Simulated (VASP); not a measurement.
# Mg (P6_3/mmc) in VASP: settings compared, part 2 of 2

VASP 6.6.1.

### Step 4. Band structure, PBEsol

This run uses another cell than the first one, of 22.49 Å³/atom, 0.983 times its volume.

INCAR reads:

```
PREC = Accurate
ENCUT = 520
EDIFF = 1E-6
ISMEAR = 1
SIGMA = 0.1
LREAL = False
LASPH = True
NELM = 80
ALGO = Fast
ISIF = 2
LWAVE = False
LCHARG = False
GGA = PS
NBANDS = 9
ICORELEVEL = 1
```

KPOINTS reads:

```
Automatic mesh
0
Gamma
  15 15 7
```

POSCAR reads:

```
Mg                                      
1.0
    3.1945251336      0.0000000000      0.0000000000
   -1.5972625668      2.7665399203      0.0000000000
    0.0000000000      0.0000000000      5.0890011585
  Mg            
     2
Direct
     0.3333333300000021    0.6666666699999979    0.2500000000000000
     0.6666666699999979    0.3333333300000021    0.7500000000000000
```

KPOINTS_OPT reads:

```
explicit points
96
Reciprocal
 0.0000000000  0.0000000000  0.0000000000 1
 0.0555555556  0.0000000000  0.0000000000 1
 0.1111111111  0.0000000000  0.0000000000 1
 0.1666666667  0.0000000000  0.0000000000 1
 0.2222222222  0.0000000000  0.0000000000 1
 0.2777777778  0.0000000000  0.0000000000 1
 0.3333333333  0.0000000000  0.0000000000 1
 0.3888888889  0.0000000000  0.0000000000 1
 0.4444444444  0.0000000000  0.0000000000 1
 0.5000000000  0.0000000000  0.0000000000 1
 0.5000000000  0.0000000000  0.0000000000 1
 0.4814814815  0.0370370370  0.0000000000 1
 0.4629629630  0.0740740741  0.0000000000 1
 0.4444444444  0.1111111111  0.0000000000 1
 0.4259259259  0.1481481481  0.0000000000 1
 0.4074074074  0.1851851852  0.0000000000 1
 0.3888888889  0.2222222222  0.0000000000 1
 0.3703703703  0.2592592592  0.0000000000 1
 0.3518518518  0.2962962963  0.0000000000 1
 0.3333333333  0.3333333333  0.0000000000 1
 0.3333333333  0.3333333333  0.0000000000 1
 0.2962962963  0.2962962963  0.0000000000 1
 0.2592592592  0.2592592592  0.0000000000 1
 0.2222222222  0.2222222222  0.0000000000 1
 0.1851851852  0.1851851852  0.0000000000 1
 0.1481481481  0.1481481481  0.0000000000 1
 0.1111111111  0.1111111111  0.0000000000 1
 0.0740740741  0.0740740741  0.0000000000 1
 0.0370370370  0.0370370370  0.0000000000 1
 0.0000000000  0.0000000000  0.0000000000 1
 0.0000000000  0.0000000000  0.0000000000 1
 0.0000000000  0.0000000000  0.0555555556 1
 0.0000000000  0.0000000000  0.1111111111 1
 0.0000000000  0.0000000000  0.1666666667 1
 0.0000000000  0.0000000000  0.2222222222 1
 0.0000000000  0.0000000000  0.2777777778 1
 0.0000000000  0.0000000000  0.3333333333 1
 0.0000000000  0.0000000000  0.3888888889 1
 0.0000000000  0.0000000000  0.4444444444 1
 0.0000000000  0.0000000000  0.5000000000 1
 0.0000000000  0.0000000000  0.5000000000 1
 0.0555555556  0.0000000000  0.5000000000 1
 0.1111111111  0.0000000000  0.5000000000 1
 0.1666666667  0.0000000000  0.5000000000 1
 0.2222222222  0.0000000000  0.5000000000 1
 0.2777777778  0.0000000000  0.5000000000 1
 0.3333333333  0.0000000000  0.5000000000 1
 0.3888888889  0.0000000000  0.5000000000 1
 0.4444444444  0.0000000000  0.5000000000 1
 0.5000000000  0.0000000000  0.5000000000 1
 0.5000000000  0.0000000000  0.5000000000 1
 0.4814814815  0.0370370370  0.5000000000 1
 0.4629629630  0.0740740741  0.5000000000 1
 0.4444444444  0.1111111111  0.5000000000 1
 0.4259259259  0.1481481481  0.5000000000 1
 0.4074074074  0.1851851852  0.5000000000 1
 0.3888888889  0.2222222222  0.5000000000 1
 0.3703703703  0.2592592592  0.5000000000 1
 0.3518518518  0.2962962963  0.5000000000 1
 0.3333333333  0.3333333333  0.5000000000 1
 0.3333333333  0.3333333333  0.5000000000 1
 0.2962962963  0.2962962963  0.5000000000 1
 0.2592592592  0.2592592592  0.5000000000 1
 0.2222222222  0.2222222222  0.5000000000 1
 0.1851851852  0.1851851852  0.5000000000 1
 0.1481481481  0.1481481481  0.5000000000 1
 0.1111111111  0.1111111111  0.5000000000 1
 0.0740740741  0.0740740741  0.5000000000 1
 0.0370370370  0.0370370370  0.5000000000 1
 0.0000000000  0.0000000000  0.5000000000 1
 0.5000000000  0.0000000000  0.5000000000 1
 0.5000000000  0.0000000000  0.4444444444 1
 0.5000000000  0.0000000000  0.3888888889 1
 0.5000000000  0.0000000000  0.3333333333 1
 0.5000000000  0.0000000000  0.2777777778 1
 0.5000000000  0.0000000000  0.2222222222 1
 0.5000000000  0.0000000000  0.1666666667 1
 0.5000000000  0.0000000000  0.1111111111 1
 0.5000000000  0.0000000000  0.0555555556 1
 0.5000000000  0.0000000000  0.0000000000 1
 0.3333333333  0.3333333333  0.0000000000 1
 0.3333333333  0.3333333333  0.0555555556 1
 0.3333333333  0.3333333333  0.1111111111 1
 0.3333333333  0.3333333333  0.1666666667 1
 0.3333333333  0.3333333333  0.2222222222 1
 0.3333333333  0.3333333333  0.2777777778 1
 0.3333333333  0.3333333333  0.3333333333 1
 0.3333333333  0.3333333333  0.3888888889 1
 0.3333333333  0.3333333333  0.4444444444 1
 0.3333333333  0.3333333333  0.5000000000 1
 0.0000000000  0.0000000000  0.0000000000 1
 0.0000000000  0.0000000000  0.5000000000 1
 0.3333333333  0.3333333333  0.5000000000 1
 0.3333333333  0.3333333333  0.0000000000 1
 0.5000000000  0.0000000000  0.5000000000 1
 0.5000000000  0.0000000000  0.0000000000 1
```

Potentials or basis: VASP PAW PBE potentials, release 64 (Mg).

Started as:

```
$ cat potpaw_PBE.64/Mg/POTCAR > POTCAR
$ mpirun -np 1 vasp_std > vasp.out
```

OUTCAR:

```text
PREC = Accurate
   ENCUT = 520
   EDIFF = 1E-6
   ISMEAR = 1
   LREAL = False
   LASPH = True
   NELM = 80
   ISIF = 2
   GGA = PS

 ion  position               nearest neighbor table
   1  0.333  0.667  0.250-   2 3.14   2 3.14   2 3.14   2 3.14   2 3.14   2 3.14
   2  0.667  0.333  0.750-   1 3.14   1 3.14   1 3.14   1 3.14   1 3.14   1 3.14

  LATTYP: Found a hexagonal cell.
 ALAT       =     3.1945251336
 C/A-ratio  =     1.5930383846

  Lattice vectors:

 A1 = (   3.1945251336,   0.0000000000,   0.0000000000)
 A2 = (  -1.5972625668,   2.7665399203,   0.0000000000)
 A3 = (   0.0000000000,   0.0000000000,   5.0890011585)

Analysis of symmetry for initial positions (statically):
=====================================================================
 Subroutine PRICEL returns:
 Original cell was already a primitive cell.

 Routine SETGRP: Setting up the symmetry group for a
 hexagonal supercell.

 Subroutine GETGRP returns: Found 24 space group operations
 (whereof 12 operations were pure point group operations)
 out of a pool of 24 trial point group operations.

The static configuration has the point symmetry D_3d.
 The point group associated with its full space group is D_6h.

Analysis of symmetry for dynamics (positions and initial velocities):
=====================================================================
 Subroutine PRICEL returns:
 Original cell was already a primitive cell.

 Routine SETGRP: Setting up the symmetry group for a
 hexagonal supercell.

 Subroutine GETGRP returns: Found 24 space group operations
 (whereof 12 operations were pure point group operations)
 out of a pool of 24 trial point group operations.

The dynamic configuration has the point symmetry D_3d.
 The point group associated with its full space group is D_6h.

 Subroutine INISYM returns: Found 24 space group operations
 (whereof 12 operations are pure point group operations),
[... 123 lines left out ...]
   AEXX    =    0.0000 exact exchange contribution
   IVDW    =     0    specifies the selected vdW correction
   LEPSILON=     F    determine dielectric tensor
   LRPA    =     F    only Hartree local field effects (RPA)
 non-spin polarized calculation
 RMM-DIIS sequential band-by-band and
 Methfessel and Paxton  Order N= 1 SIGMA  =   0.10
  energy-cutoff  :      520.00
  volume of cell :       44.98
 maximum number of plane-waves:      1230
 NGX is ok and might be reduce to    24
   NGX = 11   NGY = 11   NGZ = 19

 number of electron       4.0000000 magnetization

 Free energy of the ion-electron system (eV)
  ---------------------------------------------------
  ext. energy  EPLUGINS =         0.00000000
  ---------------------------------------------------
  free energy    TOTEN  =        -3.45075989 eV

  energy without entropy =       -3.45033320  energy(sigma->0) =       -3.45061766

 the core state eigenenergies are
   1-  1s  -1252.8571  2s    -73.2470  2p    -40.0001
   2-  1s  -1252.8571  2s    -73.2470  2p    -40.0001

 E-fermi :   2.6570     XC(G=0):  -8.5984

 val. band max:        2.6346108329   @ k =   0.4000   0.0667   0.2857
 cond. band min:       2.6895925741   @ k =   0.3333   0.1333   0.0000
 fundamental gap:      0.0549817412
 Fermi energy:         2.6569937068

 k-point     1 :       0.0000    0.0000    0.0000
  band No.  band energies     occupation
      1      -4.3187      2.00000
      2       1.0823      2.00000
      3       1.6402      2.00000
      4      13.5436      0.00000
      5      13.5436      0.00000
      6      13.6571      0.00000
      7      13.6571      0.00000
      8      14.7111      0.00000
      9      16.1230      0.00000
[... 265 lines left out ...]
 k-point    24 :       0.4000    0.2000    0.0000
  band No.  band energies     occupation
      1       1.0243      2.00000
      2       1.0483      2.00000
      3       4.5516     -0.00000
      4       5.9437      0.00000
      5       6.3148      0.00000
      6       6.6520      0.00000
      7       8.0353      0.00000
      8       9.8184      0.00000
      9      11.0563      0.00000

 k-point    25 :       0.2667    0.2667    0.0000

------------------------ aborting loop because EDIFF is reached ----------------------------------------

  FORCE on cell =-STRESS in cart. coord.  units (eV):
  Direction    XX          YY          ZZ          XY          YZ          ZX
  --------------------------------------------------------------------------------------
  -------------------------------------------------------------------------------------
  Total        0.0008767      0.0008767      0.0002172      0.0000000      0.0000000      0.0000000
  in kB        0.0312308      0.0312308      0.0077365      0.0000000      0.0000000      0.0000000
  external PRESSURE =       0.0233994 kB  Pullay stress =       0.0000000 kB

 VOLUME and BASIS-vectors are now :
 -----------------------------------------------------------------------------
  energy-cutoff  :      520.00
  volume of cell :       44.98
      direct lattice vectors                 reciprocal lattice vectors
     3.194525134  0.000000000  0.000000000     0.313035571  0.180731171  0.000000000
    -1.597262567  2.766539920  0.000000000     0.000000000  0.361462342  0.000000000
     0.000000000  0.000000000  5.089001159     0.000000000  0.000000000  0.196502215

 POSITION                                       TOTAL-FORCE (eV/Angst)
 -----------------------------------------------------------------------------------
     -0.00000      1.84436      1.27225        -0.000000     -0.000000      0.000000
      1.59726      0.92218      3.81675         0.000000      0.000000      0.000000
 -----------------------------------------------------------------------------------
    total drift:                                0.000000     -0.000000      0.000000

  FREE ENERGIE OF THE ION-ELECTRON SYSTEM (eV)
  ---------------------------------------------------
  free  energy   TOTEN  =        -3.4507598850 eV

  energy  without entropy=       -3.4503332003  energy(sigma->0) =       -3.45061766
```

Run time: 25 s. Hardware: 1 thread of Intel Xeon Platinum 8259CL at 2.50GHz (Skylake/Cascade Lake), shared host; peak memory 0.21 GiB.

Results:

- Free energy: -3.4508 eV
- Pressure: 0.0 GPa
- Band gap along the path: none (metal or under the smearing width)

Levels at the corners of the path, in eV from the Fermi level:
| point | band 1 | band 2 | band 3 | band 4 | band 5 |
| --- | --- | --- | --- | --- | --- |
| Γ | -6.98 | -1.57 | -1.02 | 10.89 | 10.89 |
| M | -2.18 | -2.17 | 2.76 | 3.11 | 3.51 |
| M | -2.18 | -2.17 | 2.76 | 3.11 | 3.51 |
| K | -0.66 | -0.63 | -0.63 | 4.23 | 4.23 |
| K | -0.66 | -0.63 | -0.63 | 4.23 | 4.23 |
| Γ | -6.98 | -1.57 | -1.02 | 10.89 | 10.89 |
| Γ | -6.98 | -1.57 | -1.02 | 10.89 | 10.89 |
| A | -5.53 | -5.53 | 5.43 | 5.43 | 11.66 |
| A | -5.53 | -5.53 | 5.43 | 5.43 | 11.66 |
| L | -1.10 | -1.10 | -0.42 | -0.42 | 8.04 |
| L | -1.10 | -1.10 | -0.42 | -0.42 | 8.04 |
| H | 0.19 | 0.19 | 0.68 | 0.68 | 1.58 |
| H | 0.19 | 0.19 | 0.68 | 0.68 | 1.58 |
| A | -5.53 | -5.53 | 5.43 | 5.43 | 11.66 |
| L | -1.10 | -1.10 | -0.42 | -0.42 | 8.04 |
| M | -2.18 | -2.17 | 2.76 | 3.11 | 3.51 |
| K | -0.66 | -0.63 | -0.63 | 4.23 | 4.23 |
| H | 0.19 | 0.19 | 0.68 | 0.68 | 1.58 |

Core levels (eV, on the scale of the bands):
```tsv
atom	levels
1 Mg	1s -1252.9, 2s -73.2, 2p -40.0
2 Mg	1s -1252.9, 2s -73.2, 2p -40.0
```

Caveat: the PAW data sets were made with another functional, which shifts forces and pressure a little.

### Step 5. Overview

| level | potentials or basis | cell | pressure (GPa) |
| --- | --- | --- | --- |
| PBE | VASP PAW PBE potentials, release 64 (Mg) | P6_3/mmc, 22.88 Å³/atom | 0.0 |
| LDA | VASP PAW LDA potentials, release 64 (Mg) | P6_3/mmc, 21.45 Å³/atom | 0.0 |
| PBEsol | VASP PAW PBE potentials, release 64 (Mg) | P6_3/mmc, 22.49 Å³/atom | 0.0 |

Alike in all rows: task band structure; no spin polarisation; k mesh 15 × 15 × 7; cutoff (eV) 520; smearing methfessel-paxton 0.1 eV.

Caveats: the PAW data sets were made with another functional, which shifts forces and pressure a little (some runs).

Total energies depend on the potentials used, so only differences within one code and one set of settings carry meaning.
